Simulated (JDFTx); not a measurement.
# KBr (Fm-3m) in JDFTx: notebook

One crystal, KBr, is run at these levels: r2SCAN; tasks: equation of state.

All numbers are computed with JDFTx 1.7.0 (patched build); they aren't measurements. Logs are shortened: lines on timing, memory, paths and dates and some standing lists are left out, and cuts for length are marked. The log counts tension as positive stress, the text compression.

**1. The structure**

The structure is cubic, space group Fm-3m (No. 225). Conventional cell: a = 6.600 Å, b = 6.600 Å, c = 6.600 Å, α = 90.00°, β = 90.00°, γ = 90.00°. Around Br (site symmetry m-3m) lie 6 K at 3.30 Å. Around K (site symmetry m-3m) lie 6 Br at 3.30 Å.

**2. Equation of state, r2SCAN, 33.78 Å³/atom (volume scaled by 0.94)**

Contents of KBr.in:

```
include KBr.lattice
coords-type Lattice
include KBr.ionpos

ion-species pseudo/Br.upf
ion-species pseudo/K.upf
elec-cutoff 40 320
elec-ex-corr mgga-x-r2scan mgga-c-r2scan
kpoint-folding 6 6 6
elec-smearing Fermi 0.0018374661
elec-n-bands 14
electronic-SCF nIterations 100 energyDiffThreshold 1e-09
electronic-minimize nIterations 30 energyDiffThreshold 1e-7
forces-output-coords Cartesian

dump-name run.$VAR
dump End Ecomponents EigStats BandEigs Kpoints Forces Stress ElecDensity KEdensity
```

Contents of KBr.lattice:

```
lattice \
    0.0000000000     6.1087932212     6.1087932212 \
    6.1087932212     0.0000000000     6.1087932212 \
    6.1087932212     6.1087932212     0.0000000000
```

Contents of KBr.ionpos:

```
ion Br     0.5000000000     0.5000000000     0.5000000000 1
ion K      0.0000000000     0.0000000000     0.0000000000 1
```

Potentials or basis: SG15-PBE-1.2 with smoothed tails.

Command:

```
$ jdftx -c 2 -i KBr.in -o KBr.out
```

Log:

```text
*************** JDFTx 1.7.0 (patched build) ***************

Input parsed successfully to the following command list (including defaults):
[... the input with its defaults ...]

---------- Setting up symmetries ----------

Found 48 point-group symmetries of the bravais lattice
Found 48 space-group symmetries with basis
Applied RMS atom displacement 0 bohrs to make symmetries exact.

---------- Initializing the Grid ----------
R =
[            0      6.10879      6.10879  ]
[      6.10879            0      6.10879  ]
[      6.10879      6.10879            0  ]
unit cell volume = 455.928
G =
[  -0.514274   0.514274   0.514274  ]
[   0.514274  -0.514274   0.514274  ]
[   0.514274   0.514274  -0.514274  ]
Minimum fftbox size, Smin = [  72  72  72  ]
Chosen fftbox size, S = [  72  72  72  ]

---------- Initializing tighter grid for wavefunction operations ----------
R =
[            0      6.10879      6.10879  ]
[      6.10879            0      6.10879  ]
[      6.10879      6.10879            0  ]
unit cell volume = 455.928
G =
[  -0.514274   0.514274   0.514274  ]
[   0.514274  -0.514274   0.514274  ]
[   0.514274   0.514274  -0.514274  ]
Minimum fftbox size, Smin = [  52  52  52  ]
Chosen fftbox size, S = [  54  54  54  ]

---------- Exchange Correlation functional ----------
Initialized LibXC exchange functional 'Re-regularized SCAN exchange by Furness et al'
Initialized LibXC correlation functional 'Re-regularized SCAN correlation by Furness et al'

---------- Setting up pseudopotentials ----------
Width of ionic core gaussian charges (only for fluid interactions / plotting) set to 0

Reading pseudopotential file 'pseudo/Br.upf':
  'Br' pseudopotential, 'PBE' functional
  Generated using ONCVPSP code by D. R. Hamann
  7 valence electrons, 0 orbitals, 6 projectors, 602 radial grid points, with lMax = 2
  Core radius for overlap checks: 2.33 bohrs.

Reading pseudopotential file 'pseudo/K.upf':
  'K' pseudopotential, 'PBE' functional
  Generated using ONCVPSP code by D. R. Hamann
  9 valence electrons, 0 orbitals, 6 projectors, 602 radial grid points, with lMax = 2
  Core radius for overlap checks: 2.06 bohrs.

Initialized 2 species with 2 total atoms.

Folded 1 k-points by 6x6x6 to 216 k-points.

---------- Setting up k-points, bands, fillings ----------
Reduced to 16 k-points under symmetry.
Computing the number of bands and number of electrons
Calculating initial fillings.
nElectrons:  16.000000   nBands: 14   nStates: 16

----- Setting up reduced wavefunction bases (one per k-point) -----
average nbasis = 5507.449 , ideal nbasis = 5509.095

---------- Setting up ewald sum ----------
Optimum gaussian width for ewald sums = 2.774508 bohr.
Real space sum over 1331 unit cells with max indices [  5  5  5  ]
Reciprocal space sum over 2197 terms with max indices [  6  6  6  ]

---------- Allocating electronic variables ----------
Initializing wave functions:  (No orbitals for LCAO)  bandwidth-limited random numbers

Setting the auxilliary hamiltonian equal to the subspace hamiltonian.

-------- Electronic minimization -----------
Will mix electronic and kinetic density at each iteration.
	FillingsUpdate:  mu: +0.504248530  nElectrons: 16.000000
	FillingsUpdate:  mu: -0.272443373  nElectrons: 16.000000
SCF: Cycle:  0   F: -40.671940422632197   dF: -1.562e+01   |Residual|: 2.519e+00   |deigs|: 1.052e+00
	FillingsUpdate:  mu: -0.226033927  nElectrons: 16.000000
SCF: Cycle:  1   F: -31.785532828843188   dF: +8.886e+00   |Residual|: 4.898e+00   |deigs|: 1.888e-01
	FillingsUpdate:  mu: -0.687338929  nElectrons: 16.000000
SCF: Cycle:  2   F: -17.585499171933545   dF: +1.420e+01   |Residual|: 9.308e+00   |deigs|: 3.760e-01
	FillingsUpdate:  mu: -0.000000000  nElectrons: 16.000000
SCF: Cycle:  3   F: -41.451533318937749   dF: -2.387e+01   |Residual|: 1.931e+00   |deigs|: 7.907e-01
	FillingsUpdate:  mu: +0.100000000  nElectrons: 16.000000
SCF: Cycle:  4   F: -41.518451155140504   dF: -6.692e-02   |Residual|: 1.168e+00   |deigs|: 4.598e-01
	FillingsUpdate:  mu: -0.000000000  nElectrons: 16.000000
SCF: Cycle:  5   F: -41.815341547443687   dF: -2.969e-01   |Residual|: 7.413e-01   |deigs|: 8.179e-02
	FillingsUpdate:  mu: +0.100000000  nElectrons: 16.000000
SCF: Cycle:  6   F: -41.978741090449930   dF: -1.634e-01   |Residual|: 5.485e-01   |deigs|: 4.927e-02
	FillingsUpdate:  mu: +0.100000000  nElectrons: 16.000000
SCF: Cycle:  7   F: -42.051599538952722   dF: -7.286e-02   |Residual|: 2.985e-01   |deigs|: 7.250e-02
	FillingsUpdate:  mu: +0.100000000  nElectrons: 16.000000
SCF: Cycle:  8   F: -42.075314306581404   dF: -2.371e-02   |Residual|: 1.448e-01   |deigs|: 2.217e-02
	FillingsUpdate:  mu: +0.100000000  nElectrons: 16.000000
SCF: Cycle:  9   F: -42.079960259033356   dF: -4.646e-03   |Residual|: 1.257e-01   |deigs|: 6.934e-03
	FillingsUpdate:  mu: +0.100000000  nElectrons: 16.000000
SCF: Cycle: 10   F: -42.082199898561456   dF: -2.240e-03   |Residual|: 3.411e-02   |deigs|: 1.130e-02
	FillingsUpdate:  mu: +0.100000000  nElectrons: 16.000000
SCF: Cycle: 11   F: -42.082294198045034   dF: -9.430e-05   |Residual|: 2.154e-02   |deigs|: 3.443e-03
	FillingsUpdate:  mu: +0.100000000  nElectrons: 16.000000
SCF: Cycle: 12   F: -42.082304941102663   dF: -1.074e-05   |Residual|: 2.645e-03   |deigs|: 1.865e-03
	FillingsUpdate:  mu: +0.100000000  nElectrons: 16.000000
SCF: Cycle: 13   F: -42.082312433318968   dF: -7.492e-06   |Residual|: 9.784e-04   |deigs|: 4.239e-04
	FillingsUpdate:  mu: +0.100000000  nElectrons: 16.000000
SCF: Cycle: 14   F: -42.082313610700865   dF: -1.177e-06   |Residual|: 2.937e-04   |deigs|: 2.887e-04
	FillingsUpdate:  mu: +0.100000000  nElectrons: 16.000000
SCF: Cycle: 15   F: -42.082314357248435   dF: -7.465e-07   |Residual|: 5.108e-04   |deigs|: 2.078e-04
	FillingsUpdate:  mu: +0.100000000  nElectrons: 16.000000
SCF: Cycle: 16   F: -42.082314652363955   dF: -2.951e-07   |Residual|: 3.260e-04   |deigs|: 1.805e-04
	FillingsUpdate:  mu: +0.100000000  nElectrons: 16.000000
SCF: Cycle: 17   F: -42.082314911958811   dF: -2.596e-07   |Residual|: 7.161e-05   |deigs|: 3.206e-04
	FillingsUpdate:  mu: +0.100000000  nElectrons: 16.000000
SCF: Cycle: 18   F: -42.082314983193733   dF: -7.123e-08   |Residual|: 2.661e-05   |deigs|: 1.705e-04
	FillingsUpdate:  mu: +0.100000000  nElectrons: 16.000000
SCF: Cycle: 19   F: -42.082315053705621   dF: -7.051e-08   |Residual|: 2.922e-05   |deigs|: 4.049e-04
	FillingsUpdate:  mu: +0.100000000  nElectrons: 16.000000
SCF: Cycle: 20   F: -42.082315073718640   dF: -2.001e-08   |Residual|: 2.065e-05   |deigs|: 3.540e-04
	FillingsUpdate:  mu: +0.100000000  nElectrons: 16.000000
SCF: Cycle: 21   F: -42.082315090858032   dF: -1.714e-08   |Residual|: 1.487e-05   |deigs|: 3.552e-04
	FillingsUpdate:  mu: +0.100000000  nElectrons: 16.000000
SCF: Cycle: 22   F: -42.082315095538299   dF: -4.680e-09   |Residual|: 1.876e-05   |deigs|: 1.322e-04
	FillingsUpdate:  mu: +0.100000000  nElectrons: 16.000000
SCF: Cycle: 23   F: -42.082315100545209   dF: -5.007e-09   |Residual|: 1.725e-05   |deigs|: 2.027e-04
	FillingsUpdate:  mu: +0.100000000  nElectrons: 16.000000
SCF: Cycle: 24   F: -42.082315102162241   dF: -1.617e-09   |Residual|: 1.816e-05   |deigs|: 7.374e-05
	FillingsUpdate:  mu: +0.100000000  nElectrons: 16.000000
SCF: Cycle: 25   F: -42.082315103440159   dF: -1.278e-09   |Residual|: 2.325e-05   |deigs|: 8.059e-05
	FillingsUpdate:  mu: +0.100000000  nElectrons: 16.000000
SCF: Cycle: 26   F: -42.082315104000372   dF: -5.602e-10   |Residual|: 2.271e-05   |deigs|: 5.614e-05
	FillingsUpdate:  mu: +0.100000000  nElectrons: 16.000000
SCF: Cycle: 27   F: -42.082315104370124   dF: -3.698e-10   |Residual|: 2.445e-05   |deigs|: 6.176e-05
SCF: Converged (|Delta E|<1.000000e-09 for 2 iters).

Setting wave functions to eigenvectors of Hamiltonian

# Stress tensor in Cartesian coordinates [Eh/a0^3]:
[ -4.26614e-05            0            0  ]
[            0 -4.26614e-05            0  ]
[            0            0 -4.26614e-05  ]

# Ionic positions in lattice coordinates:
ion Br   0.500000000000000   0.500000000000000   0.500000000000000 1
ion K   0.000000000000000   0.000000000000000   0.000000000000000 1

# Forces in Cartesian coordinates:
force Br  -0.000000000000000   0.000000000000000   0.000000000000000 1
force K   0.000000000000000  -0.000000000000000   0.000000000000000 1

# Energy components:
   Eewald =      -30.0115909383128425
       EH =        9.4906259949508449
     Eloc =      -26.6289857318810945
      Enl =       -2.1512580796585743
      Exc =       -7.0502565020146859
       KE =       14.2691501525462279
-------------------------------------
     Etot =      -42.0823151043701245
       TS =        0.0000000000000001
-------------------------------------
        F =      -42.0823151043701245

IonicMinimize: Iter:   0  F: -42.082315104370124  |grad|_K:  1.712e-41
IonicMinimize: Converged (|grad|_K<1.000000e-04).

Dumping 'run.eigStats' ...
	eMin: -1.019485 at state 0 ( [ +0.000000 +0.000000 +0.000000 ] spin 0 )
	HOMO: +0.042153 at state 0 ( [ +0.000000 +0.000000 +0.000000 ] spin 0 )
	mu  : +0.100000
	LUMO: +0.231023 at state 0 ( [ +0.000000 +0.000000 +0.000000 ] spin 0 )
	eMax: +0.496707 at state 15 ( [ +0.166667 +0.500000 -0.333333 ] spin 0 )
	HOMO-LUMO gap: +0.188870
	Optical gap  : +0.188870 at state 0 ( [ +0.000000 +0.000000 +0.000000 ] spin 0 )
Done!
[note: mu as printed may lie anywhere between the filled and the empty levels]
```

It took 3.3 min on 2 threads of Arm Neoverse V2, shared host; peak memory 0.25 GiB.

What came out:

```
Free energy            : -1145.1181 eV
Pressure               : 1.3 GPa
Band gap on the k mesh : 5.14 eV, direct
```

Caveat: the potentials were made for another functional, which shifts forces and pressure.

**3. Equation of state, r2SCAN, 34.50 Å³/atom (volume scaled by 0.96)**

KBr.in is that of step 2.

Contents of KBr.lattice:

```
lattice \
    0.0000000000     6.1518143091     6.1518143091 \
    6.1518143091     0.0000000000     6.1518143091 \
    6.1518143091     6.1518143091     0.0000000000
```

KBr.ionpos is that of step 2.

Potentials or basis: SG15-PBE-1.2 with smoothed tails.

Command:

```
$ jdftx -c 2 -i KBr.in -o KBr.out
```

Run time: 3.4 min. Hardware: 2 threads of Arm Neoverse V2, shared host; peak memory 0.24 GiB.

The run converged. Its results:

* Free energy: -1145.1274 eV
* Pressure: 0.8 GPa
* Band gap on the k mesh: 5.08 eV, direct

Caveat: the potentials were made for another functional, which shifts forces and pressure.

**4. Equation of state, r2SCAN, 35.22 Å³/atom (volume scaled by 0.98)**

KBr.in is that of step 3.

Contents of KBr.lattice:

```
lattice \
    0.0000000000     6.1942419556     6.1942419556 \
    6.1942419556     0.0000000000     6.1942419556 \
    6.1942419556     6.1942419556     0.0000000000
```

KBr.ionpos is that of step 3.

Command:

```
$ jdftx -c 2 -i KBr.in -o KBr.out
```

It took 3.3 min on 2 threads of Arm Neoverse V2, shared host; peak memory 0.25 GiB.

It converged, with:

```
Free energy            : -1145.1330 eV
Pressure               : 0.4 GPa
Band gap on the k mesh : 5.02 eV, direct
```

Caveat: the potentials were made for another functional, which shifts forces and pressure.

**5. Equation of state, r2SCAN, 35.94 Å³/atom**

KBr.in is that of step 4.

Contents of KBr.lattice:

```
lattice \
    0.0000000000     6.2360962113     6.2360962113 \
    6.2360962113     0.0000000000     6.2360962113 \
    6.2360962113     6.2360962113     0.0000000000
```

KBr.ionpos is that of step 4.

Command:

```
$ jdftx -c 2 -i KBr.in -o KBr.out
```

Run time: 3.5 min. Hardware: 2 threads of Arm Neoverse V2, shared host; peak memory 0.25 GiB.

It converged, with:

```yaml
Free_energy: -1145.1353 eV
Pressure: 0.1 GPa
Band_gap_on_the_k_mesh: 4.96 eV, direct
```

Caveat: the potentials were made for another functional, which shifts forces and pressure.

**6. Equation of state, r2SCAN, 36.66 Å³/atom (volume scaled by 1.02)**

KBr.in is that of step 5.

Contents of KBr.lattice:

```
lattice \
    0.0000000000     6.2773960652     6.2773960652 \
    6.2773960652     0.0000000000     6.2773960652 \
    6.2773960652     6.2773960652     0.0000000000
```

KBr.ionpos is that of step 5.

Potentials or basis: SG15-PBE-1.2 with smoothed tails.

Command:

```
$ jdftx -c 2 -i KBr.in -o KBr.out
```

Wall time 3.2 min (2 threads of Arm Neoverse V2, shared host); peak memory 0.25 GiB.

Results (log left out):

| Quantity | Value |
| --- | --- |
| Free energy | -1145.1347 eV |
| Pressure | -0.2 GPa |
| Band gap on the k mesh | 4.91 eV, direct |

Caveat: the potentials were made for another functional, which shifts forces and pressure.

**7. Equation of state, r2SCAN, 37.37 Å³/atom (volume scaled by 1.04)**

KBr.in is that of step 6.

Contents of KBr.lattice:

```
lattice \
    0.0000000000     6.3181595196     6.3181595196 \
    6.3181595196     0.0000000000     6.3181595196 \
    6.3181595196     6.3181595196     0.0000000000
```

KBr.ionpos is that of step 6.

Command:

```
$ jdftx -c 2 -i KBr.in -o KBr.out
```

It took 3.2 min on 2 threads of Arm Neoverse V2, shared host; peak memory 0.25 GiB.

Results (log left out):

```
Free energy            : -1145.1315 eV
Pressure               : -0.5 GPa
Band gap on the k mesh : 4.86 eV, direct
```

Caveat: the potentials were made for another functional, which shifts forces and pressure.

**8. Equation of state, r2SCAN, 38.09 Å³/atom (volume scaled by 1.06)**

KBr.in is that of step 7.

Contents of KBr.lattice:

```
lattice \
    0.0000000000     6.3584036589     6.3584036589 \
    6.3584036589     0.0000000000     6.3584036589 \
    6.3584036589     6.3584036589     0.0000000000
```

KBr.ionpos is that of step 7.

Command:

```
$ jdftx -c 2 -i KBr.in -o KBr.out
```

Run time: 3.4 min. Hardware: 2 threads of Arm Neoverse V2, shared host; peak memory 0.34 GiB.

The run converged. Its results:

```yaml
Free_energy: -1145.1259 eV
Pressure: -0.7 GPa
Band_gap_on_the_k_mesh: 4.81 eV, direct
```

Caveat: the potentials were made for another functional, which shifts forces and pressure.

**9. Equation of state, r2SCAN**

Potentials or basis: SG15-PBE-1.2 with smoothed tails.

No new run: the results of the series are fitted here.

What came out:

* Equilibrium volume: 36.13 Å³/atom
* Bulk modulus: 15.9 GPa
* Pressure derivative of the bulk modulus: 4.9

Energy against volume, from the lowest point:
| volume (Å³/atom) | energy (meV/atom) |
| --- | --- |
| 33.781 | 8.58 |
| 34.500 | 3.94 |
| 35.218 | 1.15 |
| 35.937 | 0.00 |
| 36.656 | 0.31 |
| 37.374 | 1.92 |
| 38.093 | 4.70 |

Caveat: the potentials were made for another functional, which shifts forces and pressure. Zero-point motion and thermal expansion aren't in these numbers.
